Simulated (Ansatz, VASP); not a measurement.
# Sb: VASP beside Ansatz

```
Sb
1.0
    -1.84605    1.84605    1.84605
     1.84605   -1.84605    1.84605
     1.84605    1.84605   -1.84605
Sb
1
Cartesian
  0.0000 0.0000 0.0000
```

This isn't the form of Sb at room conditions, which is rhombohedral.

Alike in both runs: task single point; functional HSE06; k mesh 6 × 6 × 6; occupations fermi-dirac, width 0.05 eV; no spin polarisation.

|  | VASP | Ansatz |
| --- | --- | --- |
| version | VASP 6.6.1 | Ansatz 0.2.0 |
| potentials or method | VASP PAW PBE potentials, release 64 (Sb) | Ansatz PAW |
| plane-wave cutoff (eV) | 520 | 420 |
| valence electrons in the cell | 5 | 15 |

```tsv
	VASP	Ansatz	Ansatz less VASP
gap on the k mesh at the Fermi level (eV)	none	none	-
pressure (GPa)	3.3	4.5	+1.23
```

A gap of «none» marks a metal or a gap that the smearing closes. The functional is the same, so the differences come from potentials, cutoffs and numerics. The two sets of potentials don't hold the same shells in valence.

Caveats: the k mesh is coarse (spacing up to 0.40 Å⁻¹), so the values aren't converged, least of all with exact exchange; the PAW data sets were made with another functional, which shifts forces and pressure a little (VASP); the PAW data sets come from PBE, with cores solved anew for the run's functional, which leaves a small shift of forces and pressure (Ansatz); the thresholds are loose for stress (Ansatz). The runs have no spin-orbit coupling, so splittings on Sb are missing.
